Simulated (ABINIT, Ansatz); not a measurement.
## Converging GW for KF (Carobbiite) in ABINIT

Aim: raise bands and screening cutoff together for KF (Carobbiite) and follow gap and time.

Method: PBE and many-body steps on it, plane waves, in ABINIT 10.8.3.

### 1. Starting point

Symmetry: Fm-3m, No. 225, cubic system. The conventional cell has a = 5.344 Å, b = 5.344 Å, c = 5.344 Å, α = 90.00°, β = 90.00°, γ = 90.00°. Nearest to K lie 6 F at 2.67 Å. F has 6 K at 2.67 Å nearest. Farther neighbours and most contacts between anions are not listed.

Coordinates:

```cif
data_structure
_symmetry_space_group_name_H-M 'Fm-3m'
_symmetry_Int_Tables_number 225
_cell_length_a 5.3437
_cell_length_b 5.3437
_cell_length_c 5.3437
_cell_angle_alpha 90.000
_cell_angle_beta 90.000
_cell_angle_gamma 90.000
_cell_volume 152.59
loop_
_atom_site_label
_atom_site_type_symbol
_atom_site_symmetry_multiplicity
_atom_site_Wyckoff_symbol
_atom_site_fract_x
_atom_site_fract_y
_atom_site_fract_z
_atom_site_occupancy
K1 K 4 a 0.00000 0.00000 0.00000 1
F1 F 4 b 0.50000 0.00000 0.00000 1
```

The cell and positions come from the Crystallography Open Database and are kept as given unless a step says otherwise.

### 2. Empty states on the mesh, 6×6×6 mesh, 708 bands

This step: ABINIT 10.8.3; DFT, PBE, plane waves, norm-conserving pseudopotentials.

The sums over transitions need many empty states on a uniform mesh; this step solves for them.

File run.abi:

```
acell 3*1.0 Angstrom
rprim 
  -0.000000000000 2.671850000000 2.671850000000
  2.671850000000 -0.000000000000 2.671850000000
  2.671850000000 2.671850000000 0.000000000000
ntypat 2
znucl 19 9
natom 2
typat 1 2
xred 
  0.000000000000 0.000000000000 0.000000000000
  0.500000000000 0.500000000000 0.500000000000
pp_dirpath "pseudos"
pseudos "K.upf, F.upf"
ecut 36
ngkpt 6 6 6
nshiftk 1
shiftk 0 0 0
kptopt 1
chksymbreak 0
irdden 1
istwfk *1
nband 708
prtvol 0
optdriver 6
gwr_task "HDIAGO"
paral_kgb 0
occopt 1
indata_prefix "in"
outdata_prefix "out"
tmpdata_prefix "tmp"
```

Run with:

```console
> OMP_NUM_THREADS=1 mpirun -n 8 abinit run.abi > log
```

What it wrote:

```text
.Version 10.8.3 of ABINIT. v10.8.2 released Aug 2026.

 Symmetries : space group Fm -3 m (#225); Bravais cF (face-center cubic)
[... echo of the input left out ...]
== DATASET  1 ==================================================================
-   mpi_nproc: 8, omp_nthreads: 1 (-1 if OMP is not activated)

--- !DatasetInfo
iteration_state: {dtset: 1, }
dimensions: {natom: 2, nkpt: 16, mband: 708, nsppol: 1, nspinor: 1, nspden: 1, mpw: 2685, }
cutoff_energies: {ecut:  36.0, pawecutdg:  -1.0, }
[...]
Direct band gap semiconductor
 Fundamental gap:     6.199 (eV)
   VBM:     0.131 (eV) at k: [ 0.0000E+00,  0.0000E+00,  0.0000E+00]
   CBM:     6.330 (eV) at k: [ 0.0000E+00,  0.0000E+00,  0.0000E+00]
 Direct gap:         6.199 (eV) at k: [ 0.0000E+00,  0.0000E+00,  0.0000E+00]

== END DATASET(S) ==============================================================
================================================================================

 -outvars: echo values of variables after computation  --------
           etotal      0.0000000000E+00
            nband         708
             nkpt          16
          spgroup         225
 [... the other variables as echoed above ...]

 Calculation completed.
```

Elapsed: 37 s, on 8 MPI ranks of Arm Neoverse V1, shared host; peak memory 3.7 GiB.

This step gave:

```
gap                                                           : 6.199 eV
k of the valence top                                          : 0, 0, 0
k of the conduction bottom                                    : 0, 0, 0
least direct gap                                              : 6.199 eV
k points computed                                             : 16
lowest point of the top converged band, above the valence top : 390.3015 eV
```

On this mesh the gap is 6.199 eV.

The density comes from a self-consistent run that is not shown.

### 3. Screening, 6×6×6 mesh, 94 bands, screening to 152.4 eV

The RPA dielectric matrix is built and inverted for each q.

This step: RPA screening on PBE, plane waves, norm-conserving pseudopotentials.

run.abi: that of step 2 with these lines changed.

```diff
@@ -20,10 +20,11 @@
 chksymbreak 0
-irdden 1
 istwfk *1
-nband 708
-prtvol 0
-optdriver 6
-gwr_task "HDIAGO"
-paral_kgb 0
 occopt 1
+irdwfk 1
+optdriver 3
+nband 94
+ecuteps 5.6
+inclvkb 2
+awtr 1
+symchi 1
 indata_prefix "in"
```

What it wrote:

```text
.Version 10.8.3 of ABINIT. v10.8.2 released Aug 2026.

 Symmetries : space group Fm -3 m (#225); Bravais cF (face-center cubic)
[... echo of the input left out ...]
== DATASET  1 ==================================================================
-   mpi_nproc: 8, omp_nthreads: 1 (-1 if OMP is not activated)

--- !DatasetInfo
iteration_state: {dtset: 1, }
dimensions: {natom: 2, nkpt: 16, mband: 94, nsppol: 1, nspinor: 1, nspden: 1, mpw: 2685, }
cutoff_energies: {ecut:  36.0, pawecutdg:  -1.0, }
electrons: {nelect:   1.60000000E+01, charge:   0.00000000E+00, occopt:   1.00000000E+00, tsmear:   1.00000000E-02, }

 SCREENING: Calculation of the susceptibility and dielectric matrices

 Based on a program developped by R.W. Godby, V. Olevano, G. Onida, and L. Reining.
 Incorporated in ABINIT by V. Olevano, G.-M. Rignanese, and M. Torrent.
.Using double precision arithmetic ; gwpc =  8

[... cell and pseudopotentials left out ...]
--------------------------------------------------------------------------------

 ==== K-mesh for the wavefunctions ====
 Number of points in the irreducible wedge :    16
[... list of points left out ...]
 Together with 48 symmetry operations and time-reversal symmetry
 yields   216 points in the full Brillouin Zone.

 ==== Q-mesh for the screening function ====
 Number of points in the irreducible wedge :    16
[... list of points left out ...]
 Together with 48 symmetry operations and time-reversal symmetry
 yields   216 points in the full Brillouin Zone.

 setmesh: FFT mesh size selected  =    27x   27x   27
          total number of points  =        19683

 vcoul_init : cutoff-mode = AUXILIARY_FUNCTION
 q-points for optical limit:   1
     1)      0.000010    0.000020    0.000030

- screening: taking advantage of time-reversal symmetry
- Maximum band index for partially occupied states nbvw = 8
- Remaining bands to be divided among processors   nbcw = 86
- Number of bands treated by each node ~10

 Number of electrons calculated from density =   16.0000; Expected =   16.0000
 average of density, n =  0.062152
 r_s =    1.5661
 omega_plasma =   24.0483 [eV]

 calculating chi0 at frequencies [eV] :
  1    0.000000E+00    0.000000E+00
  2    0.000000E+00    2.404829E+01

--------------------------------------------------------------------------------
  q-point number  1        q = ( 0.000000, 0.000000, 0.000000) [r.l.u.]
--------------------------------------------------------------------------------
[... chi0 elements left out ...]
 For q-point:  0.000010 0.000020 0.000030
  dielectric constant =   1.8957
  dielectric constant without local fields =   2.1030

  Average fulfillment of the sum rule on Im[epsilon] for q-point    1 :     65.57  [%]
[... wings left out ...]
  q-point number  2        q = ( 0.166667, 0.000000, 0.000000) [r.l.u.]
--------------------------------------------------------------------------------
[... chi0 elements left out ...]
  Average fulfillment of the sum rule on Im[epsilon] for q-point    2 :     77.60  [%]

 [... 14 further q-points ...]
```

Run time: 47 s. Hardware: 8 MPI ranks; peak memory 1.6 GiB.

Numbers from this step:

```yaml
eps_infinity_with_local_fields_on_this_mesh_along_the_program_s_q_direction: 1.896
the_same_without_local_fields: 2.103
plasma_frequency: 24.05 eV
plane_waves_in_the_screening_matrix: 169
```

Local fields lower ε∞ by 10 %.

### 4. 94 bands, 152.4 eV

The self-energy is evaluated for the states that the input lists, and the levels follow from it, in one-shot runs by the linearised quasiparticle equation.

This step: G0W0 on PBE, plane waves, norm-conserving pseudopotentials.

run.abi: that of step 3 with these lines changed.

```diff
@@ -23,8 +23,15 @@
 irdwfk 1
-optdriver 3
+optdriver 4
 nband 94
+gwcalctyp 0
+ecutsigx 36
+symsigma 1
+nkptgw 1
+kptgw 
+  0.0000000000 0.0000000000 0.0000000000
+bdgw 
+  6 12
 ecuteps 5.6
-inclvkb 2
-awtr 1
-symchi 1
+irdscr 1
+ppmodel 1
 indata_prefix "in"
```

What it wrote:

```text
.Version 10.8.3 of ABINIT. v10.8.2 released Aug 2026.

 Symmetries : space group Fm -3 m (#225); Bravais cF (face-center cubic)
[... echo of the input left out ...]
== DATASET  1 ==================================================================
-   mpi_nproc: 8, omp_nthreads: 1 (-1 if OMP is not activated)

--- !DatasetInfo
iteration_state: {dtset: 1, }
dimensions: {natom: 2, nkpt: 16, mband: 94, nsppol: 1, nspinor: 1, nspden: 1, mpw: 2685, }
cutoff_energies: {ecut:  36.0, pawecutdg:  -1.0, }
electrons: {nelect:   1.60000000E+01, charge:   0.00000000E+00, occopt:   1.00000000E+00, tsmear:   1.00000000E-02, }

 SIGMA: Calculation of the GW corrections

 Based on a program developped by R.W. Godby, V. Olevano, G. Onida, and L. Reining.
 Incorporated in ABINIT by V. Olevano, G.-M. Rignanese, and M. Torrent.
.Using double precision arithmetic ; gwpc =  8

[... cell and pseudopotentials left out ...]
--------------------------------------------------------------------------------

 ==== K-mesh for the wavefunctions ====
 Number of points in the irreducible wedge :    16
[... list of points left out ...]
 Together with 48 symmetry operations and time-reversal symmetry
 yields   216 points in the full Brillouin Zone.

 ==== Q-mesh for screening function ====
 Number of points in the irreducible wedge :    16
[... list of points left out ...]
 Together with 48 symmetry operations and time-reversal symmetry
 yields   216 points in the full Brillouin Zone.

 vcoul_init : cutoff-mode = AUXILIARY_FUNCTION
 q-points for optical limit:   1
     1)      0.000010    0.000020    0.000030
 setmesh: FFT mesh size selected  =    40x   40x   40
          total number of points  =        64000

 Number of electrons calculated from density =   16.0000; Expected =   16.0000
 average of density, n =  0.062152
 r_s =    1.5661
 omega_plasma =   24.0483 [eV]

 === KS Band Gaps ===
  >>>> For spin  1
   Minimum direct gap =   6.1994 [eV], located at k-point      :   0.0000  0.0000  0.0000
   Fundamental gap    =   6.1994 [eV], Top of valence bands at :   0.0000  0.0000  0.0000
                                       Bottom of conduction at :   0.0000  0.0000  0.0000
 SIGMA fundamental parameters:
 PLASMON POLE MODEL  1
 number of plane-waves for SigmaX                 2685
 number of plane-waves for SigmaC and W            169
 number of plane-waves for wavefunctions          2685
 number of bands                                    94
 number of independent spin polarizations            1
 number of spinorial components                      1
 number of k-points in IBZ                          16
 number of q-points in IBZ                          16
 number of symmetry operations                      48
 number of k-points in BZ                          216
 number of q-points in BZ                          216
 number of frequencies for dSigma/dE                 9
 frequency step for dSigma/dE [eV]                0.25
 number of omega for Sigma on real axis              0
 max omega for Sigma on real axis  [eV]           0.00
 zcut for avoiding poles [eV]                     0.10

 EPSILON^-1 parameters (SCR file):
 dimension of the eps^-1 matrix on file            169
 dimension of the eps^-1 matrix used               169
 number of plane-waves for wavefunctions          2685
 number of bands                                    94
 number of q-points in IBZ                          16
 number of frequencies                               2
 number of real frequencies                          1
 number of imag frequencies                          1

 matrix elements of self-energy operator (all in [eV])

 Perturbative Calculation

--- !SelfEnergy_ee
iteration_state: {dtset: 1, }
kpoint     : [   0.000,    0.000,    0.000, ]
spin       : 1
KS_gap     :    6.199
QP_gap     :    9.567
Delta_QP_KS:    3.367
data: !SigmaeeData |
     Band     E0 <VxcDFT>   SigX SigC(E0)      Z dSigC/dE  Sig(E)    E-E0       E
        6   0.131 -21.899 -29.568   4.797   0.809  -0.236 -24.223  -2.324  -2.193
        7   0.131 -21.899 -29.568   4.797   0.809  -0.236 -24.223  -2.324  -2.193
        8   0.131 -21.899 -29.568   4.797   0.809  -0.236 -24.223  -2.324  -2.193
        9   6.330  -7.969  -4.027  -2.781   0.898  -0.113  -6.926   1.043   7.373
       10  10.825 -10.841  -4.975  -3.029   0.891  -0.122  -8.314   2.527  13.352
       11  10.825 -10.841  -4.975  -3.029   0.891  -0.122  -8.314   2.527  13.352
       12  10.825 -10.841  -4.975  -3.029   0.891  -0.122  -8.314   2.527  13.352

== END DATASET(S) ==============================================================
================================================================================

 -outvars: echo values of variables after computation  --------
           etotal      0.0000000000E+00
            nband          94
             nkpt          16
          spgroup         225
 [... the other variables as echoed above ...]

 Calculation completed.
```

Run time: 4.8 s. Hardware: 8 MPI ranks; peak memory 1.2 GiB; 38 s of CPU time.

Numbers from this step:

```yaml
g0w0_gap_on_the_points_computed: 9.566 eV
starting_gap_on_the_mesh: 6.199 eV
k_of_the_valence_top: 0, 0, 0
k_of_the_conduction_bottom: 0, 0, 0
z_at_the_valence_top: 0.809
z_at_the_conduction_bottom: 0.898
least_direct_g0w0_gap_on_the_computed_points: 9.566 eV
```

The gap on the mesh goes from 6.20 eV to 9.57 eV, a correction of +3.37 eV.

### 5. Screening, 6×6×6 mesh, 290 bands, screening to 283 eV

This step: RPA screening on PBE, plane waves, norm-conserving pseudopotentials.

run.abi: that of step 4 with these lines changed.

```diff
@@ -23,15 +23,8 @@
 irdwfk 1
-optdriver 4
-nband 94
-gwcalctyp 0
-ecutsigx 36
-symsigma 1
-nkptgw 1
-kptgw 
-  0.0000000000 0.0000000000 0.0000000000
-bdgw 
-  6 12
-ecuteps 5.6
-irdscr 1
-ppmodel 1
+optdriver 3
+nband 290
+ecuteps 10.4
+inclvkb 2
+awtr 1
+symchi 1
 indata_prefix "in"
```

What it wrote:

```text
.Version 10.8.3 of ABINIT. v10.8.2 released Aug 2026.

 Symmetries : space group Fm -3 m (#225); Bravais cF (face-center cubic)
[... echo of the input left out ...]
== DATASET  1 ==================================================================
-   mpi_nproc: 8, omp_nthreads: 1 (-1 if OMP is not activated)

--- !DatasetInfo
iteration_state: {dtset: 1, }
dimensions: {natom: 2, nkpt: 16, mband: 290, nsppol: 1, nspinor: 1, nspden: 1, mpw: 2685, }
cutoff_energies: {ecut:  36.0, pawecutdg:  -1.0, }
electrons: {nelect:   1.60000000E+01, charge:   0.00000000E+00, occopt:   1.00000000E+00, tsmear:   1.00000000E-02, }

 SCREENING: Calculation of the susceptibility and dielectric matrices

 Based on a program developped by R.W. Godby, V. Olevano, G. Onida, and L. Reining.
 Incorporated in ABINIT by V. Olevano, G.-M. Rignanese, and M. Torrent.
.Using double precision arithmetic ; gwpc =  8

[... cell and pseudopotentials left out ...]
--------------------------------------------------------------------------------

 ==== K-mesh for the wavefunctions ====
 Number of points in the irreducible wedge :    16
[... list of points left out ...]
 Together with 48 symmetry operations and time-reversal symmetry
 yields   216 points in the full Brillouin Zone.

 ==== Q-mesh for the screening function ====
 Number of points in the irreducible wedge :    16
[... list of points left out ...]
 Together with 48 symmetry operations and time-reversal symmetry
 yields   216 points in the full Brillouin Zone.

 setmesh: FFT mesh size selected  =    30x   30x   30
          total number of points  =        27000

 vcoul_init : cutoff-mode = AUXILIARY_FUNCTION
 q-points for optical limit:   1
     1)      0.000010    0.000020    0.000030

- screening: taking advantage of time-reversal symmetry
- Maximum band index for partially occupied states nbvw = 8
- Remaining bands to be divided among processors   nbcw = 282
- Number of bands treated by each node ~35

 Number of electrons calculated from density =   16.0000; Expected =   16.0000
 average of density, n =  0.062152
 r_s =    1.5661
 omega_plasma =   24.0483 [eV]

 calculating chi0 at frequencies [eV] :
  1    0.000000E+00    0.000000E+00
  2    0.000000E+00    2.404829E+01

--------------------------------------------------------------------------------
  q-point number  1        q = ( 0.000000, 0.000000, 0.000000) [r.l.u.]
--------------------------------------------------------------------------------
[... chi0 elements left out ...]
 For q-point:  0.000010 0.000020 0.000030
  dielectric constant =   1.8935
  dielectric constant without local fields =   2.1064

  Average fulfillment of the sum rule on Im[epsilon] for q-point    1 :     86.25  [%]
[... wings left out ...]
  q-point number  2        q = ( 0.166667, 0.000000, 0.000000) [r.l.u.]
--------------------------------------------------------------------------------
[... chi0 elements left out ...]
  Average fulfillment of the sum rule on Im[epsilon] for q-point    2 :     90.34  [%]

 [... 14 further q-points ...]
```

The job ended after 5.5 min (8 MPI ranks; peak memory 3.8 GiB; 44 min of CPU time).

Numbers from this step:

```yaml
eps_infinity_with_local_fields_on_this_mesh_along_the_program_s_q_direction: 1.893
the_same_without_local_fields: 2.106
plasma_frequency: 24.05 eV
plane_waves_in_the_screening_matrix: 411
```

(Part 1 of 2 ends here.)

[Paths, hosts, dates, memory and timing lines, banners, echoed tables and standing remarks are left out of the program output.]

[Logs are printed without paths, hosts, clocks, repeated set-up lines and the standing remarks that a program may print on its own settings, such as how far it seeks lower states.]

[Runs of the session that timed out or met a known fault of the program may be left out.]

[Hosts, paths, dates, database ids (printed as entryN), source tags and the programs' standing remarks are cut or masked in the printed files.]

[G0W0 gaps are taken among the corrected bands and points alone; a level outside them can change the order at an edge.]

[Where Ansatz stands beside ABINIT at settings called matched, ABINIT's density can come from a denser mesh and the files from another edition; pairs whose starting gaps differed by over 0.03 eV were left out, so agreement reads better than it is.]
